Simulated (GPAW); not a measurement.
Here is a GPAW 26.7.0 calculation.

run.py

```python
from ase import Atoms
from ase.dft.bandgap import bandgap
from ase.io import write
from ase.units import Bohr, GPa
from gpaw import GPAW, PW
from gpaw.elf import elf_from_dft_calculation

atoms = Atoms(['Si', 'Si', 'O', 'O', 'O', 'O'],
              cell=[[-2.4772904627, 2.4772904627, 3.6556712422],
                    [2.4772904627, -2.4772904627, 3.6556712422],
                    [2.4772904627, 2.4772904627, -3.6556712422]],
              scaled_positions=[[0.75, 0.25, 0.5],
                                [0.0, 0.0, 0.0],
                                [0.875, 0.02821387, 0.65321387],
                                [0.77821387, 0.125, 0.15321387],
                                [0.97178613, 0.625, 0.84678613],
                                [0.375, 0.22178613, 0.34678613]],
              pbc=True)

calc = GPAW(mode=PW(800),
            xc='PBE',
            kpts={'size': (8, 8, 8), 'gamma': True},
            occupations={'name': 'fermi-dirac', 'width': 0.05},
            nbands=30,
            convergence={'density': 1e-05, 'energy': 1e-05},
            maxiter=150,
            txt='gpaw.txt')
atoms.calc = calc
energy = atoms.get_potential_energy()
forces = atoms.get_forces()
stress = atoms.get_stress()
calc.write('gs.gpw')
write('result.traj', atoms)
print(f'Energy: {energy:.6f} eV')
print('Forces (eV/A):')
print(forces.round(4))
print('Stress (GPa):', (stress / GPa).round(3))
print('Fermi level:', round(calc.get_fermi_level(), 4), 'eV')
print(f'Gap: {bandgap(calc)[0]:.4f} eV, direct: {bandgap(calc, direct=True)[0]:.4f} eV')

# fields on the real-space grid
write('density.cube', atoms, data=calc.get_pseudo_density() * Bohr**3)
write('potential.cube', atoms, data=calc.get_electrostatic_potential())
write('elf.cube', atoms, data=elf_from_dft_calculation(calc).data)
```

Potentials or basis: GPAW PAW data sets (gpaw-data 1.2.1), pw.

Launch:

```console
$ OMP_NUM_THREADS=1 python run.py
```

Q: Estimate the band gap on the k mesh.

A: 5.96 eV, direct.

Q: Estimate the pressure.

A: 7.4 GPa.

Q: Predict the largest force.

A: 0.509 eV/Å.

Forces in eV/Å, atoms in the order of the input:
```
Si   0.000  0.000  0.000
Si   0.000  0.000  0.000
O   -0.509  0.000  0.000
O    0.000 -0.509  0.000
O    0.000  0.509  0.000
O    0.509  0.000  0.000
```

A k mesh can miss the band edges. A hybrid or GW would open this gap; PBE tends to underestimate it.
